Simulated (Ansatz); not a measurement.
Starting cell, LaAlO$_{3}$ (cubic perovskite):

```xyz
5
Lattice="3.8124 0.0000 0.0000 0.0000 3.8124 0.0000 0.0000 0.0000 3.8124" Properties=species:S:1:pos:R:3 pbc="T T T"
La     1.9062     1.9062     1.9062
Al     0.0000     0.0000     0.0000
O      0.0000     1.9062     0.0000
O      1.9062     0.0000     0.0000
O      0.0000     0.0000     1.9062
```

In this cell atom 3 (O, nearest neighbour Al at 1.906 Å; its periodic images, 3.8 Å or more away, move with it) is moved by u·(0.707, 0.707, 0.000) + v·(0.000, 0.000, 1.000); the rest is frozen.

Calculation: PBE (plane waves to 420 eV, PAW, scalar-relativistic; Ansatz, a program for electronic structure). k mesh 7×7×7 (Γ-centred), Fermi-Dirac smearing 0.05 eV. E stands for the smeared free energy. Compression counts positive. Points where atoms come too close for the PAW data are left out (x in tables, blank in figures). LaAlO3 is run without spin polarisation. LaAlO3 was relaxed with its symmetry unable to fall. This is a high-temperature form of LaAlO3. The zero of ΔE is the undisplaced structure. Axes are in Å.

ΔE (meV/cell), with u across and v down:

```csv
v \ u,-0.630,-0.315,0.000,0.315,0.630
-0.630,x,1901,1249,1901,x
-0.315,3009,903,275,903,3009
0.000,2851,639,0,639,2851
0.315,3009,903,275,903,3009
0.630,x,1901,1249,1901,x
```

P (GPa), with u across and v down:

```
v \ u   -0.630  -0.315  0.000  0.315  0.630
------  ------  ------  -----  -----  -----
-0.630       x    12.6    7.7   12.6      x
-0.315    21.6     6.8    1.8    6.8   21.6
0.000     20.7     5.2    0.0    5.2   20.7
0.315     21.6     6.8    1.8    6.8   21.6
0.630        x    12.6    7.7   12.6      x
```

Summary:

```
Property                                                  Value
------------------------  -------------------------------------
Lowest place on the grid  u = 0.000 Å, v = 0.000 Å (0 meV/cell)
```

(A displaced cell: forces are minus the slopes of the energy, force constants its curvatures, and phonons follow from these.)
